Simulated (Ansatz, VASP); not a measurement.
# SiRu2 in two plane-wave programs, part 2 of 2

Wanted: the spread between two codes on one cell, functional and k mesh. The two relaxations start from unlike cells of this crystal (the structure described is Ansatz's start), so only their ends are compared.

VASP 6.6.1 and Ansatz 0.2.0.

So far: The structure; VASP: relaxation of cell and atoms, BLYP.

### Step 3. Ansatz: relaxation of cell and atoms, BLYP

Level of this step: Ansatz beside VASP: Kohn-Sham DFT, plane waves, BLYP (Ansatz).

Ansatz runs on its default PAW (the set named soft_2) files.

Its own start cell and the same functional (in two slightly different forms), mesh and smearing now go to Ansatz, which takes its cutoff from its data sets.

File input.yaml:

```yaml
crystal:
  lattice:
    - [5.27355362, 0.0, 0.0]
    - [0.0, 4.01013555, 0.0]
    - [0.0, 0.0, 7.3977621]
  atoms:
    - { symbol: Si, position: [0.2996397, 0.25, 0.90225402] }
    - { symbol: Si, position: [0.7003603, 0.75, 0.09774598] }
    - { symbol: Si, position: [0.7996397, 0.25, 0.59774598] }
    - { symbol: Si, position: [0.2003603, 0.75, 0.40225402] }
    - { symbol: Ru, position: [0.51386223, 0.75, 0.78778136] }
    - { symbol: Ru, position: [0.48613777, 0.25, 0.21221864] }
    - { symbol: Ru, position: [0.01386223, 0.75, 0.71221864] }
    - { symbol: Ru, position: [0.98613777, 0.25, 0.28778136] }
    - { symbol: Ru, position: [0.83350832, 0.25, 0.93467162] }
    - { symbol: Ru, position: [0.16649168, 0.75, 0.06532838] }
    - { symbol: Ru, position: [0.33350832, 0.25, 0.56532838] }
    - { symbol: Ru, position: [0.66649168, 0.75, 0.43467162] }
kpoints:
  mp_grid: { grid: [6, 8, 4] }
hamiltonian:
  xc: blyp
scf:
  occupations: { method: gaussian, width: 0.1 }
output:
  forces: true
  stress: true
  eigenvalues: true
  write_density: true
  write_potential: true
  elf: true
  volumetric_format: npy
relax:
  adjacent_minimum: "off"
  f_tol: 0.005
  max_steps: 60
  cell: { stress_tol: 0.03 }
```

On the command line:

```console
ansatz run input.yaml --threads 4 --pin off --max-ram 16384MiB --backend cpu --events-out ev --progress --plain --runs-dir out
```

Numbers of over 12 decimals in the logs are rounded to 6 here.

The program printed:

```text
Engine: ansatz 0.2.0, aarch64-unknown-linux-gnu
Pseudopotentials: kind: paw
Pseudopotential: Si, paw, valence charge 4, recommended cutoff 420 eV (normal), Si.paw.azcp
Pseudopotential: Ru, paw, valence charge 16, recommended cutoff 420 eV (normal), Ru.paw.azcp
Functional definition: BLYP
  parameter beta = 0.0042
  parameter a = 0.04918
  parameter b = 0.132
  parameter c = 0.2533
  parameter d = 0.349
  exchange = b88_x(beta = beta)
  correlation = lyp_c(a = a, b = b, c = c, d = d)
Crystal: 12 atoms, lattice volume = 156.445 Å³
Basis set: ecut = 420 eV, 3073 PW (Γ), exchange–correlation on 72×54×100 points (8 copies of the dense FFT grid, shifted against one another)
Bands: 87, of which v1, the nominal top of the filled ones, is band 72 counted from 1 (71 counted from 0)
Symmetry: 8 space group operations
Space group: Pnma (ITA 62), of the structure as read, at distance tolerance 5.4e-5 Å
k-points: 60 of 192
Non-local potential: Si, projectors of the file, l = 0: 2, l = 1: 2, l = 2: 2
Non-local potential: Ru, projectors of the file, l = 0: 3, l = 1: 2, l = 2: 2, l = 3: 1
PAW form: soft (Blöchl's): semilocal exchange-correlation on the pseudo side does not see the compensation charge
PAW frozen core: Si, regenerated for the run's functional, and the local potential with it (the file was generated under x = pbe(κ = 0.804, μ = 0.219515), c = pbe(β = 0.066725))
PAW frozen core: Ru, regenerated for the run's functional, and the local potential with it (the file was generated under x = pbe(κ = 0.804, μ = 0.219515), c = pbe(β = 0.066725))
PAW one-centre angular grid: Si, 110 points (default); XC on 64 Gauss nodes
PAW one-centre angular grid: Ru, 590 points (default); XC on 64 Gauss nodes
Initial density: superposition of atomic densities (neutral atoms: chi_scale 0, normalization atom), corrected by the library's trained network
Initial wavefunctions: pseudopotential atomic-orbital guess
Functional: x = b88, c = lyp
SCF iter   1: F=—  HF=-49699.559949 eV  |F-HF|=—  |Δ(HF+E_count)|=         —  Δρ=1.63e-2  dr2=3.32e-1  ethr=1.77e-3  ⟨swp⟩=5.3  Hψ=18429  notcnv=0  defer=53
preconditioner: auto → Kerker (q_TF=auto, 2.691 Å⁻¹)  [metal: Δε(μ)=0.012 eV  Ē_g=5.933 eV  σ=0.100 eV  W_gap=0.07  n_scr=52 (ndim 8)  ℏωp=26.6 eV  f_vac=0.000  D(μ)=9.51/eV (n_scr^D=90)]
SCF iter   2: F=—  HF=-49699.509864 eV  |F-HF|=—  |Δ(HF+E_count)|=   5.01e-2  Δρ=8.15e-3  dr2=7.49e-2  ethr=2.31e-4  ⟨swp⟩=1.9  Hψ=6276  notcnv=0  defer=63
SCF iter   3: F=—  HF=-49699.501388 eV  |F-HF|=—  |Δ(HF+E_count)|=   8.48e-3  Δρ=1.86e-3  dr2=3.48e-3  ethr=5.20e-5  ⟨swp⟩=2.0  Hψ=6906  notcnv=0  defer=63
SCF iter   4: F=—  HF=-49699.501721 eV  |F-HF|=—  |Δ(HF+E_count)|=   3.32e-4  Δρ=2.49e-4  dr2=5.77e-5  ethr=2.42e-6  ⟨swp⟩=3.0  Hψ=9599  notcnv=0  defer=63
SCF iter   5: F=—  HF=-49699.501699 eV  |F-HF|=—  |Δ(HF+E_count)|=   2.22e-5  Δρ=5.85e-5  dr2=3.18e-6  ethr=4.01e-8  ⟨swp⟩=2.0  Hψ=7568  notcnv=0  defer=63
SCF iter   6: F=—  HF=-49699.501701 eV  |F-HF|=—  |Δ(HF+E_count)|=   2.19e-6  Δρ=1.22e-5  dr2=1.43e-7  ethr=2.21e-9  ⟨swp⟩=2.0  Hψ=7229  notcnv=0  defer=63
SCF iter   7: F=-49699.501701 eV  HF=-49699.501701 eV  |F-HF|=1.35e-9  |Δ(HF+E_count)|=   9.14e-8  Δρ=3.37e-6  dr2=1.55e-8  ethr=6.94e-11  ⟨swp⟩=12.5  Hψ=34600  notcnv=0
SCF 1 converged in 7 iterations: F = -49699.501701 eV  dr2 = 1.55e-8
  greatest PAW one-centre occupation: 0.999 electrons in one spin orbital (limit 2), on the Ru atom at site 11 (counted from 0), in its partial waves of l = 0
relax step   1: F+E_penalty+E_count = -49699.50170104 eV  Δ(F+E_penalty+E_count) = +0.000e0 eV  max|allowed force component| = 1.925e-1 eV/Å  Δτ_max = 0.0000 Å  P = +16.247 GPa  Ω = 156.445 Å³  (7 SCF iters, dr2 threshold 1.00e-7 eV, accepted)
Crystal: 12 atoms, lattice volume = 171.841 Å³
Basis set: ecut = 420 eV, 3379 PW (Γ), exchange–correlation on 72×54×100 points (8 copies of the dense FFT grid, shifted against one another)
Initial density: handed on by an earlier stage of this run
Initial wavefunctions: those handed on with the density
iter 1 solved again at ethr=2.02e-4 eV; its pass at ethr=3.10e-3 eV (dr2=2.91e-1 eV) is discarded
SCF iter   1: F=—  HF=-49699.954839 eV  |F-HF|=—  |Δ(HF+E_count)|=         —  Δρ=1.34e-2  dr2=3.00e-1  ethr=2.02e-4  ⟨swp⟩=2.0  Hψ=23135  notcnv=0
preconditioner: auto → Kerker (q_TF=auto, 2.649 Å⁻¹)  [metal: Δε(μ)=0.020 eV  Ē_g=5.339 eV  σ=0.100 eV  W_gap=0.11  n_scr=52 (ndim 8)  ℏωp=25.3 eV  f_vac=0.000  D(μ)=11.23/eV (n_scr^D=118)]
SCF iter   2: F=—  HF=-49699.918126 eV  |F-HF|=—  |Δ(HF+E_count)|=   3.67e-2  Δρ=7.11e-3  dr2=7.93e-2  ethr=2.02e-4  ⟨swp⟩=1.0  Hψ=5220  notcnv=0
SCF iter   3: F=—  HF=-49699.908772 eV  |F-HF|=—  |Δ(HF+E_count)|=   9.35e-3  Δρ=1.04e-3  dr2=1.13e-3  ethr=5.51e-5  ⟨swp⟩=2.0  Hψ=7260  notcnv=0
[...]
iter 5 did not close the SCF: its close was put off for the readings that it lacked (scf_convergence_deferred on its scf_iter line)
SCF iter   5: F=-49700.036575 eV  HF=-49700.036575 eV  |F-HF|=1.46e-11  |Δ(HF+E_count)|=    0.00e0  Δρ=9.30e-9  dr2=1.98e-13  ethr=1.00e-12  ⟨swp⟩=1.0  Hψ=5220  notcnv=0
iter 6 did not close the SCF: its close was put off for the readings that it lacked (scf_convergence_deferred on its scf_iter line)
SCF iter   6: F=-49700.036575 eV  HF=-49700.036575 eV  |F-HF|=1.46e-11  |Δ(HF+E_count)|=    0.00e0  Δρ=2.17e-9  dr2=7.37e-15  ethr=1.00e-12  ⟨swp⟩=1.0  Hψ=5220  notcnv=0
iter 7 did not close the SCF: its close was put off for the readings that it lacked (scf_convergence_deferred on its scf_iter line)
SCF iter   7: F=-49700.036575 eV  HF=-49700.036575 eV  |F-HF|=0.00e0  |Δ(HF+E_count)|=    0.00e0  Δρ=1.21e-9  dr2=1.35e-15  ethr=1.00e-12  ⟨swp⟩=1.0  Hψ=5220  notcnv=0
SCF iter   8: F=-49700.036575 eV  HF=-49700.036575 eV  |F-HF|=7.28e-12  |Δ(HF+E_count)|=    0.00e0  Δρ=7.67e-10  dr2=5.68e-16  ethr=1.00e-12  ⟨swp⟩=2.0  Hψ=11553  notcnv=0
SCF 10 converged in 8 iterations: F = -49700.036575 eV  dr2 = 5.68e-16
  greatest PAW one-centre occupation: 0.999 electrons in one spin orbital (limit 2), on the Ru atom at site 9 (counted from 0), in its partial waves of l = 0
relax step  10: F+E_penalty+E_count = -49700.03657481 eV  Δ(F+E_penalty+E_count) = -3.566e-6 eV  max|allowed force component| = 3.981e-4 eV/Å  Δτ_max = 0.0000 Å  P = +0.006 GPa  Ω = 167.425 Å³  stress off target by 1.40e-2 GPa  SCF on the basis re-selected at this cell (its energy is not comparable with the rows above)  (8 SCF iters)
basis re-selected at this cell: Δ(F+E_penalty+E_count) = -3.566e-6 eV, ΔP = +0.000 GPa vs the last step (what re-selecting the basis moved, of the pressure what is left beyond the Pulay correction that the steps carried, after the strain that the cell walked since its last selection, with what the two solves' SCF thresholds leave and, on support functions, any second-order correction that the steps lacked; it is no m [...]
SCF converged after 8 iterations
Free energy (F): -49700.036575 eV
Harris-Foulkes:  -49700.036575 eV  (|F-HF|=7.28e-12)
Internal energy: -49699.982885 eV  (E = F + TS)
E sigma→0 (E₀):  -49700.009730 eV
Entropy (-TS):   -0.053690 eV (-4.474 meV/atom)
Fermi energy:    18.910096 eV
--- Per-component energies (eV) ---
  E_band       = -730.942700
  E_kinetic    = 4298.502900
  E_local      = -12911.192700  (includes V_loc(G=0)·N_el)
  E_nonlocal   = 2857.368865
  E_hartree    = 4435.089590
  E_xc         = -1717.786060
  E_vxc        = -2063.583546  (∫ρ·V_xc dr)
  E_paw        = -29899.193091  (= ΣΔE_a)
  E_vpaw       = -1782.215659  (= ΣTr[D̂ρ^β])
  E_aug_tail   = -0.001742  (compensation charges beyond the density's cutoff)
  E_ewald      = -16763.541038
  E_core_change = 0.770390  (= ΣΔE_core)
  E_smearing   = -0.053690  (= −TS)
  E_closure    = -0.000000  (closes the sum)
  Σ components = -49700.036575   (vs F -49700.036575, Δ=0.00e0)
--- Forces (eV/Å), atoms counted from 1 ---
  atom   1  Si     0.00024792    -0.00000000    -0.00011472
  atom   2  Si    -0.00024792     0.00000000     0.00011472
  atom   3  Si     0.00024792    -0.00000000     0.00011472
  atom   4  Si    -0.00024792     0.00000000    -0.00011472
  atom   5  Ru     0.00000118    -0.00000000     0.00036102
  atom   6  Ru    -0.00000118     0.00000000    -0.00036102
  atom   7  Ru     0.00000118    -0.00000000    -0.00036102
  atom   8  Ru    -0.00000118     0.00000000     0.00036102
  atom   9  Ru    -0.00012579     0.00000000    -0.00039815
  atom  10  Ru     0.00012579     0.00000000     0.00039815
  atom  11  Ru    -0.00012579    -0.00000000     0.00039815
  atom  12  Ru     0.00012579     0.00000000    -0.00039815
  max |Σ_I F_I| component: 3.47e-18 eV/Å
--- Stress (GPa, compression-positive) ---
        0.013984      -0.000000       0.000000
       -0.000000       0.006906       0.000000
        0.000000       0.000000      -0.002110
  P = ⅓ Tr σ = 0.0063 GPa (0.063 kbar)
--- Band table (eV; the first three rows and the last of 60) ---
  k-point 0: bands = [... 68 lower, 18.5025, 18.5388, 18.6403, 18.7062, 18.7518, 19.3872, 19.5612, 19.6623, ... 11 higher]
  k-point 1: bands = [... 68 lower, 18.5564, 18.6173, 18.8569, 18.9218, 19.0444, 19.1231, 19.5702, 19.7149, ... 11 higher]
  k-point 2: bands = [... 68 lower, 18.6537, 18.6537, 18.7920, 18.7920, 19.6304, 19.6304, 19.6896, 19.6896, ... 11 higher]
  k-point 59: bands = [... 68 lower, 18.4930, 18.4930, 18.4930, 18.4930, 18.8291, 18.8291, 18.8291, 18.8291, ... 11 higher]
--- Relaxed structure (8 steps of the walk, 8 accepted, 2 SCFs on fresh bases) ---
  F+E_penalty+E_count = -49700.03657481 eV   max|allowed force component| = 3.981e-4 eV/Å   (the final SCF, on the basis selected at the relaxed cell)
  cell:  # Å, volume = 167.4251 Å³
    - [5.482136, 0.0, 0.0]
    - [0.0, 4.092940, 0.0]
    - [0.0, 0.0, 7.461659]
  atoms:
    - { symbol: Si, position: [0.288583, 0.250000, 0.903653] }
    - { symbol: Si, position: [0.711417, 0.750000, 0.096347] }
    - { symbol: Si, position: [0.788583, 0.250000, 0.596347] }
    - { symbol: Si, position: [0.211417, 0.750000, 0.403653] }
    - { symbol: Ru, position: [0.506983, 0.750000, 0.794497] }
    - { symbol: Ru, position: [0.493017, 0.250000, 0.205503] }
    - { symbol: Ru, position: [0.00698288, 0.750000, 0.705503] }
    - { symbol: Ru, position: [0.993017, 0.250000, 0.294497] }
    - { symbol: Ru, position: [0.840775, 0.250000, 0.931107] }
    - { symbol: Ru, position: [0.159225, 0.750000, 0.068893] }
    - { symbol: Ru, position: [0.340775, 0.250000, 0.568893] }
    - { symbol: Ru, position: [0.659225, 0.750000, 0.431107] }
```

In the SCF lines HF is the Harris–Foulkes energy and dr2 the Hartree energy of the density residual, in eV; the loop may stop once dr2 is under the threshold and the program's other checks hold. Hψ counts applications of the Hamiltonian.

### Step 4. Side by side

Known differences besides the potentials themselves: the data sets hold 144 valence electrons in Ansatz (on its default PAW (the set named soft_2) files) and 128 in VASP; the cutoff is 420 eV in Ansatz and 500 eV in VASP; Ansatz makes its cores anew for this functional, VASP keeps those of its PBE data sets; VASP's log shows a relativistic correction to its local exchange, Ansatz's none; Ansatz adds a Pulay correction to the stress that steers its cell, VASP none. Total energies have different zeros and are not compared.

Compared:

```csv
quantity,Ansatz,VASP,difference
volume (Å³),167.43,167.96,-0.32 %
"edge a after relaxation, in the typed setting (Å)",5.482,5.487,-0.09 %
"edge b after relaxation, in the typed setting (Å)",4.093,4.097,-0.11 %
"edge c after relaxation, in the typed setting (Å)",7.462,7.471,-0.13 %
```

### Step 5. Summary of results

| Quantity | Value |
| --- | --- |
| difference in volume (relaxation of cell and atoms, BLYP) | -0.32 % |

The difference in volume is -0.32 % (relaxation of cell and atoms, BLYP), within the 1.2 % picked in this series as the mark of a large difference, as far as the stopping tolerances let one tell. The data sets hold unlike numbers of valence electrons (144 in Ansatz and 128 in VASP), so part of the differences comes from the potentials. How closely two codes agree says nothing of how well the functional describes the real material.

[Lines on the potential files, build, host, timing and source positions are cut from VASP's logs without a mark.]

[Logs are printed without paths, hosts, clocks, repeated set-up lines and the standing remarks that a program may print on its own settings, such as how far it seeks lower states.]

[Hosts, paths, dates, database ids (printed as entryN), source tags and the programs' standing remarks are cut or masked in the printed files.]
